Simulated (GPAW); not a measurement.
# Zn (Im-3m) in GPAW: further runs, part 2 of 2

GPAW 26.7.0. Earlier steps stand in the parts before.

**3. Relaxation of cell and atoms, PBEsol+D3(BJ)+ATM**

Contents of run.py:

```python
from ase import Atoms
from ase.calculators.mixing import SumCalculator
from ase.filters import FrechetCellFilter
from ase.io import write
from ase.optimize import BFGS
from dftd3.ase import DFTD3
from gpaw import GPAW, PW, setup_paths

setup_paths.insert(0, '.')

atoms = Atoms(['Zn'],
              cell=[[-1.569037, 1.569037, 1.569037],
                    [1.569037, -1.569037, 1.569037],
                    [1.569037, 1.569037, -1.569037]],
              scaled_positions=[[0.0, 0.0, 0.0]],
              pbc=True)

calc = GPAW(mode=PW(600),
            xc='PBEsol',
            kpts={'size': (12, 12, 12), 'gamma': True},
            occupations={'name': 'fermi-dirac', 'width': 0.05},
            nbands=13,
            convergence={'density': 1e-05, 'forces': 0.0001},
            maxiter=150,
            txt='gpaw.txt')
atoms.calc = SumCalculator([calc, DFTD3(damping='d3bj', params_tweaks=dict(method='pbesol', atm=True))])
opt = BFGS(FrechetCellFilter(atoms), trajectory='relax.traj', logfile='-')
done = opt.run(fmax=0.02, steps=60)
calc.write('gs.gpw')
write('result.traj', atoms)
print('Converged:', done)
print('Cell:', atoms.cell.cellpar().round(4))
print('Volume:', round(atoms.get_volume(), 4))
print(atoms.get_scaled_positions().round(5))
```

Potentials or basis: PAW data sets generated in the run's folder for this functional, pw.

Run with:

```
$ gpaw-setup -f PBEsol Zn
$ OMP_NUM_THREADS=1 python run.py
```

gpaw.txt:

```text
__  _  _
 | _ |_)|_||  |
 |__||  | ||/\| - 26.7.0

Input parameters:
  mode=PW(ecut=600.0),
  convergence={'density': 1e-05, 'forces': 0.0001},
  kpts=MonkhorstPack(size=(12, 12, 12), gamma=True),
  maxiter=150,
  nbands=13,
  occupations=Occupations(name='fermi-dirac', width=0.05),
  xc=XC(name='PBEsol')

Diagonalizing LCAO Hamiltonian
Converting LCAO to pw mode

       Zn

Atoms  # Å, Bohr magnetons
|   | symbol |        x |        y |        z |    initial magnetic moments |
|---|--------|----------|----------|----------|-----------------------------|
| 0 |     Zn | 0.000000 | 0.000000 | 0.000000 | ( 0.0000,  0.0000,  0.0000) |

Unit cell  # Å
| periodic |         x |         y |         z |  lengths |     angles |
|----------|-----------|-----------|-----------|----------|------------|
|      yes | -1.569037 |  1.569037 |  1.569037 | 2.717652 | 109.471221 |
|      yes |  1.569037 | -1.569037 |  1.569037 | 2.717652 | 109.471221 |
|      yes |  1.569037 |  1.569037 | -1.569037 | 2.717652 | 109.471221 |
[... 211 lines left out ...]
No gap
No difference between direct/indirect transitions

Stress tensor  # eV/Ang^3
|        x |        y |        z |
|----------|----------|----------|
| 0.033803 | 0.000000 | 0.000000 |
| 0.000000 | 0.033803 | 0.000000 |
| 0.000000 | 0.000000 | 0.033803 |

Forces  # eV/Ang
|       x |        y |       z |
|---------|----------|---------|
| 0.00000 | -0.00000 | 0.00000 |  # Zn   0

Interpolating wave functions to new cell

       Zn

Atoms  # Å, Bohr magnetons
|   | symbol |        x |        y |         z |    initial magnetic moments |
|---|--------|----------|----------|-----------|-----------------------------|
| 0 |     Zn | 0.000000 | 0.000000 | -0.000000 | ( 0.0000,  0.0000,  0.0000) |

Unit cell  # Å
| periodic |         x |         y |         z |  lengths |     angles |
|----------|-----------|-----------|-----------|----------|------------|
|      yes | -1.550962 |  1.550962 |  1.550962 | 2.686344 | 109.471221 |
|      yes |  1.550962 | -1.550962 |  1.550962 | 2.686344 | 109.471221 |
|      yes |  1.550962 |  1.550962 | -1.550962 | 2.686344 | 109.471221 |
[... 211 lines left out ...]
No gap
No difference between direct/indirect transitions

Stress tensor  # eV/Ang^3
|         x |         y |        z |
|-----------|-----------|----------|
|  0.021737 | -0.000000 | 0.000000 |
| -0.000000 |  0.021737 | 0.000000 |
|  0.000000 |  0.000000 | 0.021737 |

Forces  # eV/Ang
|       x |       y |       z |
|---------|---------|---------|
| 0.00000 | 0.00000 | 0.00000 |  # Zn   0

Interpolating wave functions to new cell

       Zn

Atoms  # Å, Bohr magnetons
|   | symbol |        x |        y |         z |    initial magnetic moments |
|---|--------|----------|----------|-----------|-----------------------------|
| 0 |     Zn | 0.000000 | 0.000000 | -0.000000 | ( 0.0000,  0.0000,  0.0000) |

Unit cell  # Å
| periodic |         x |         y |         z |  lengths |     angles |
|----------|-----------|-----------|-----------|----------|------------|
|      yes | -1.494033 |  1.494033 |  1.494033 | 2.587741 | 109.471221 |
|      yes |  1.494033 | -1.494033 |  1.494033 | 2.587741 | 109.471221 |
|      yes |  1.494033 |  1.494033 | -1.494033 | 2.587741 | 109.471221 |
[... 214 lines left out ...]
Stress tensor  # eV/Ang^3
|         x |         y |         z |
|-----------|-----------|-----------|
| -0.040781 | -0.000000 | -0.000000 |
| -0.000000 | -0.040781 | -0.000000 |
| -0.000000 | -0.000000 | -0.040781 |

Forces  # eV/Ang
|       x |        y |        z |
|---------|----------|----------|
| 0.00000 | -0.00000 | -0.00000 |  # Zn   0

Interpolating wave functions to new cell

       Zn

Atoms  # Å, Bohr magnetons
|   | symbol |        x |         y |         z |    initial magnetic moments |
|---|--------|----------|-----------|-----------|-----------------------------|
| 0 |     Zn | 0.000000 | -0.000000 | -0.000000 | ( 0.0000,  0.0000,  0.0000) |

Unit cell  # Å
| periodic |         x |         y |         z |  lengths |     angles |
|----------|-----------|-----------|-----------|----------|------------|
|      yes | -1.509141 |  1.509141 |  1.509141 | 2.613909 | 109.471221 |
|      yes |  1.509141 | -1.509141 |  1.509141 | 2.613909 | 109.471221 |
|      yes |  1.509141 |  1.509141 | -1.509141 | 2.613909 | 109.471221 |
[... 214 lines left out ...]
Stress tensor  # eV/Ang^3
|         x |         y |         z |
|-----------|-----------|-----------|
| -0.019823 | -0.000000 | -0.000000 |
| -0.000000 | -0.019823 |  0.000000 |
| -0.000000 |  0.000000 | -0.019823 |

Forces  # eV/Ang
|       x |       y |        z |
|---------|---------|----------|
| 0.00000 | 0.00000 | -0.00000 |  # Zn   0

Interpolating wave functions to new cell

       Zn

Atoms  # Å, Bohr magnetons
|   | symbol |        x |         y |         z |    initial magnetic moments |
|---|--------|----------|-----------|-----------|-----------------------------|
| 0 |     Zn | 0.000000 | -0.000000 | -0.000000 | ( 0.0000,  0.0000,  0.0000) |

Unit cell  # Å
| periodic |         x |         y |         z |  lengths |     angles |
|----------|-----------|-----------|-----------|----------|------------|
|      yes | -1.506997 |  1.506997 |  1.506997 | 2.610195 | 109.471221 |
|      yes |  1.506997 | -1.506997 |  1.506997 | 2.610195 | 109.471221 |
|      yes |  1.506997 |  1.506997 | -1.506997 | 2.610195 | 109.471221 |
[... 163 lines left out ...]
SCF iterations
|iter     | |      energy | eigst |  dens |force |
|---------|-|-------------|-------|-------|------|
|iter:   1| |   -1.561970 | -2.69 |       |      |
|iter:   2| |   -1.561934 | -5.55 | -2.90 |      |
|iter:   3| |   -1.561830c| -4.94 | -2.95 |      |
|iter:   4| |   -1.561827c| -6.57 | -3.55 |      |
|iter:   5| |   -1.561828c| -6.50 | -3.81 |      |
|iter:   6| |   -1.561828c| -8.72c| -4.79 |      |
|iter:   7| |   -1.561828c| -8.72c| -4.95 |      |
|iter:   8| |   -1.561828c|-10.89c| -7.24c|      |
|iter:   9| |   -1.561828c|-10.73c| -7.53c|-25.34c|

Converged in 9 steps
Energy contributions relative to reference atoms: (reference = -48822.745610)

Energy contributions:
  Kinetic:          -1.154188
  Coulomb:           3.255417
  Zero:             -0.036776
  External:          0.000000
  Xc:               -3.624697
  Entropy:          -0.003167
  Spinorbit:         0.000000
  ----------------------------
  Free energy:      -1.563411
  Extrapolated:     -1.561828
[... 24 lines left out ...]
Stress tensor  # eV/Ang^3
|         x |         y |         z |
|-----------|-----------|-----------|
| -0.022618 |  0.000000 |  0.000000 |
|  0.000000 | -0.022618 |  0.000000 |
|  0.000000 |  0.000000 | -0.022618 |

Forces  # eV/Ang
|       x |        y |       z |
|---------|----------|---------|
| 0.00000 | -0.00000 | 0.00000 |  # Zn   0

# Writing to gs.gpw (mode='')
```

Wall time 37 s (1 thread of Arm Neoverse V2, shared host); peak memory 0.19 GiB.

What came out:

- Free energy: -1.9173 eV
- Relaxed volume: 13.69 Å³/atom
- Relaxed cell: a = 2.610 Å, b = 2.610 Å, c = 2.610 Å, α = 109.47°, β = 109.47°, γ = 109.47°
- Space group after relaxing (to 0.05 Å): Im-3m (No. 229)
- Energy gained by relaxing: 53.4 meV/atom
- Ionic steps: 5
- Pressure after relaxing: 0.0 GPa
- Band gap on the k mesh: none (metal or under the smearing width)
- Dispersion energy per atom: -0.354 eV

Step by step:
```tsv
step	energy change (eV)	largest force (eV/Å)	pressure (GPa)	volume (Å³)
1	0.0000	0.0000	-8.41	15.45
2	-0.0247	0.0000	-6.65	14.92
3	-0.0504	0.0000	2.74	13.34
4	-0.0533	0.0000	-0.44	13.75
5	-0.0534	0.0000	-0.01	13.69
```

Final structure:
```
Zn
1.0
    -1.50700    1.50700    1.50700
     1.50700   -1.50700    1.50700
     1.50700    1.50700   -1.50700
Zn
1
Direct
  0.00000 0.00000 0.00000
```

Caveat: later steps reuse the first step's grids; pairwise dispersion overbinds metals, which lowers pressure and volume.

**4. Relaxation of cell and atoms, PBEsol+D4**

run.py, as its differences from that of step 3:

```diff
@@ -5,3 +5,3 @@
 from ase.optimize import BFGS
-from dftd3.ase import DFTD3
+from dftd4.ase import DFTD4
 from gpaw import GPAW, PW, setup_paths
@@ -25,3 +25,3 @@
             txt='gpaw.txt')
-atoms.calc = SumCalculator([calc, DFTD3(damping='d3bj', params_tweaks=dict(method='pbesol', atm=True))])
+atoms.calc = SumCalculator([calc, DFTD4(method='pbesol')])
 opt = BFGS(FrechetCellFilter(atoms), trajectory='relax.traj', logfile='-')
```

Potentials or basis: PAW data sets generated in the run's folder for this functional, pw.

Run with:

```
$ gpaw-setup -f PBEsol Zn
$ OMP_NUM_THREADS=1 python run.py
```

gpaw.txt:

```text
__  _  _
 | _ |_)|_||  |
 |__||  | ||/\| - 26.7.0

Input parameters:
  mode=PW(ecut=600.0),
  convergence={'density': 1e-05, 'forces': 0.0001},
  kpts=MonkhorstPack(size=(12, 12, 12), gamma=True),
  maxiter=150,
  nbands=13,
  occupations=Occupations(name='fermi-dirac', width=0.05),
  xc=XC(name='PBEsol')

Diagonalizing LCAO Hamiltonian
Converting LCAO to pw mode

       Zn

Atoms  # Å, Bohr magnetons
|   | symbol |        x |        y |        z |    initial magnetic moments |
|---|--------|----------|----------|----------|-----------------------------|
| 0 |     Zn | 0.000000 | 0.000000 | 0.000000 | ( 0.0000,  0.0000,  0.0000) |

Unit cell  # Å
| periodic |         x |         y |         z |  lengths |     angles |
|----------|-----------|-----------|-----------|----------|------------|
|      yes | -1.569037 |  1.569037 |  1.569037 | 2.717652 | 109.471221 |
|      yes |  1.569037 | -1.569037 |  1.569037 | 2.717652 | 109.471221 |
|      yes |  1.569037 |  1.569037 | -1.569037 | 2.717652 | 109.471221 |

Number of symmetries: 48
Symmetry operations  # r_c * U_cc + t_c -> r_c
|    | kind |            matrix            |
|----|------|------------------------------|
|  0 |  σ   |  1, 1, 1,  0, 0,-1,  0,-1, 0 |
|  1 |  C4  |  1, 1, 1,  0, 0,-1, -1, 0, 0 |
|  2 |  C2  |  1, 1, 1,  0,-1, 0,  0, 0,-1 |
|  3 |  S6  |  1, 1, 1,  0,-1, 0, -1, 0, 0 |
|  4 |  S6  |  1, 1, 1, -1, 0, 0,  0, 0,-1 |
|  5 |  C4  |  1, 1, 1, -1, 0, 0,  0,-1, 0 |
|  6 |  E   |  1, 0, 0,  0, 1, 0,  0, 0, 1 |
|  7 |  σ   |  1, 0, 0,  0, 1, 0, -1,-1,-1 |
|  8 |  σ   |  1, 0, 0,  0, 0, 1,  0, 1, 0 |
[... 200 lines left out ...]
Stress tensor  # eV/Ang^3
|         x |         y |         z |
|-----------|-----------|-----------|
|  0.033803 | -0.000000 | -0.000000 |
| -0.000000 |  0.033803 |  0.000000 |
| -0.000000 |  0.000000 |  0.033803 |

Forces  # eV/Ang
|        x |       y |       z |
|----------|---------|---------|
| -0.00000 | 0.00000 | 0.00000 |  # Zn   0

Interpolating wave functions to new cell

       Zn

Atoms  # Å, Bohr magnetons
|   | symbol |         x |         y |         z |    initial magnetic moments |
|---|--------|-----------|-----------|-----------|-----------------------------|
| 0 |     Zn | -0.000000 | -0.000000 | -0.000000 | ( 0.0000,  0.0000,  0.0000) |

Unit cell  # Å
| periodic |         x |         y |         z |  lengths |     angles |
|----------|-----------|-----------|-----------|----------|------------|
|      yes | -1.553497 |  1.553497 |  1.553497 | 2.690735 | 109.471221 |
|      yes |  1.553497 | -1.553497 |  1.553497 | 2.690735 | 109.471221 |
|      yes |  1.553497 |  1.553497 | -1.553497 | 2.690735 | 109.471221 |

Number of symmetries: 48
Symmetry operations  # r_c * U_cc + t_c -> r_c
|    | kind |            matrix            |
|----|------|------------------------------|
|  0 |  σ   |  1, 1, 1,  0, 0,-1,  0,-1, 0 |
|  1 |  C4  |  1, 1, 1,  0, 0,-1, -1, 0, 0 |
|  2 |  C2  |  1, 1, 1,  0,-1, 0,  0, 0,-1 |
|  3 |  S6  |  1, 1, 1,  0,-1, 0, -1, 0, 0 |
|  4 |  S6  |  1, 1, 1, -1, 0, 0,  0, 0,-1 |
|  5 |  C4  |  1, 1, 1, -1, 0, 0,  0,-1, 0 |
|  6 |  E   |  1, 0, 0,  0, 1, 0,  0, 0, 1 |
|  7 |  σ   |  1, 0, 0,  0, 1, 0, -1,-1,-1 |
|  8 |  σ   |  1, 0, 0,  0, 0, 1,  0, 1, 0 |
[... 200 lines left out ...]
Stress tensor  # eV/Ang^3
|         x |         y |         z |
|-----------|-----------|-----------|
|  0.023575 | -0.000000 | -0.000000 |
| -0.000000 |  0.023575 | -0.000000 |
| -0.000000 | -0.000000 |  0.023575 |

Forces  # eV/Ang
|       x |       y |        z |
|---------|---------|----------|
| 0.00000 | 0.00000 | -0.00000 |  # Zn   0

Interpolating wave functions to new cell

       Zn

Atoms  # Å, Bohr magnetons
|   | symbol |         x |        y |         z |    initial magnetic moments |
|---|--------|-----------|----------|-----------|-----------------------------|
| 0 |     Zn | -0.000000 | 0.000000 | -0.000000 | ( 0.0000,  0.0000,  0.0000) |
[... 221 lines left out ...]
Stress tensor  # eV/Ang^3
|         x |         y |         z |
|-----------|-----------|-----------|
| -0.026176 |  0.000000 | -0.000000 |
|  0.000000 | -0.026176 |  0.000000 |
| -0.000000 |  0.000000 | -0.026176 |

Forces  # eV/Ang
|       x |        y |       z |
|---------|----------|---------|
| 0.00000 | -0.00000 | 0.00000 |  # Zn   0

Interpolating wave functions to new cell

       Zn

Atoms  # Å, Bohr magnetons
|   | symbol |         x |        y |         z |    initial magnetic moments |
|---|--------|-----------|----------|-----------|-----------------------------|
| 0 |     Zn | -0.000000 | 0.000000 | -0.000000 | ( 0.0000,  0.0000,  0.0000) |
[... 221 lines left out ...]
Stress tensor  # eV/Ang^3
|         x |         y |         z |
|-----------|-----------|-----------|
| -0.011591 | -0.000000 |  0.000000 |
| -0.000000 | -0.011591 | -0.000000 |
|  0.000000 | -0.000000 | -0.011591 |

Forces  # eV/Ang
|       x |       y |        z |
|---------|---------|----------|
| 0.00000 | 0.00000 | -0.00000 |  # Zn   0

Interpolating wave functions to new cell

       Zn

Atoms  # Å, Bohr magnetons
|   | symbol |         x |        y |         z |    initial magnetic moments |
|---|--------|-----------|----------|-----------|-----------------------------|
| 0 |     Zn | -0.000000 | 0.000000 | -0.000000 | ( 0.0000,  0.0000,  0.0000) |
[... 170 lines left out ...]
SCF iterations
|iter     | |      energy | eigst |  dens |force |
|---------|-|-------------|-------|-------|------|
|iter:   1| |   -1.565448 | -2.92 |       |      |
|iter:   2| |   -1.565427 | -5.76 | -3.01 |      |
|iter:   3| |   -1.565365c| -5.16 | -3.06 |      |
|iter:   4| |   -1.565364c| -6.80 | -3.66 |      |
|iter:   5| |   -1.565364c| -6.73 | -3.93 |      |
|iter:   6| |   -1.565364c| -7.43c| -4.91 |      |
|iter:   7| |   -1.565364c| -8.63c| -5.07c|      |
|iter:   8| |   -1.565364c| -9.99c| -6.88c|-24.89c|

Converged in 8 steps
Energy contributions relative to reference atoms: (reference = -48822.745610)

Energy contributions:
  Kinetic:          -1.402544
  Coulomb:           3.409863
  Zero:             -0.036052
  External:          0.000000
  Xc:               -3.535026
  Entropy:          -0.003211
  Spinorbit:         0.000000
  ----------------------------
  Free energy:      -1.566970
  Extrapolated:     -1.565364
[... 24 lines left out ...]
Stress tensor  # eV/Ang^3
|         x |         y |         z |
|-----------|-----------|-----------|
| -0.013582 |  0.000000 |  0.000000 |
|  0.000000 | -0.013582 |  0.000000 |
|  0.000000 |  0.000000 | -0.013582 |

Forces  # eV/Ang
|        x |        y |       z |
|----------|----------|---------|
| -0.00000 | -0.00000 | 0.00000 |  # Zn   0

# Writing to gs.gpw (mode='')
```

Wall time 38 s (1 thread of Arm Neoverse V2, shared host); peak memory 0.18 GiB.

Results:

* Free energy: -1.7691 eV
* Relaxed volume: 13.88 Å³/atom
* Relaxed cell: a = 2.623 Å, b = 2.623 Å, c = 2.623 Å, α = 109.47°, β = 109.47°, γ = 109.47°
* Space group after relaxing (to 0.05 Å): Im-3m (No. 229)
* Energy gained by relaxing: 40.1 meV/atom
* Ionic steps: 5
* Pressure after relaxing: 0.0 GPa
* Band gap on the k mesh: none (metal or under the smearing width)
* Dispersion energy per atom: -0.202 eV

The path:
```
step  energy change (eV)  largest force (eV/Å)  pressure (GPa)  volume (Å³)
   1              0.0000                0.0000           -7.22        15.45
   2             -0.0181                0.0000           -5.68        15.00
   3             -0.0385                0.0000            1.93        13.62
   4             -0.0401                0.0000           -0.32        13.93
   5             -0.0401                0.0000           -0.01        13.88
```

Final structure:
```yaml
crystal:
  lattice:
    - [-1.51412, 1.51412, 1.51412]
    - [1.51412, -1.51412, 1.51412]
    - [1.51412, 1.51412, -1.51412]
  atoms:
    - { symbol: Zn, position: [0.00000, 0.00000, 0.00000] }
```

Caveat: later steps reuse the first step's grids; pairwise dispersion overbinds metals, which lowers pressure and volume.

**5. Summary**

```csv
level,gap on the mesh (eV),pressure (GPa),relaxed volume (Å³/atom)
PBEsol+D3(BJ),none,0.0,13.54
PBEsol+D3(BJ)+ATM,none,0.0,13.69
PBEsol+D4,none,0.0,13.88
```

Alike in all rows: task relaxation of cell and atoms; potentials or basis PAW data sets generated in the run's folder for this functional, pw; no spin polarisation; cell relaxed; k mesh 12 × 12 × 12; cutoff (eV) 600; smearing fermi-dirac 0.05 eV.

Caveats: later steps reuse the first step's grids; pairwise dispersion overbinds metals, which lowers pressure and volume.

Absolute energies hang on the potentials; compare differences alone.
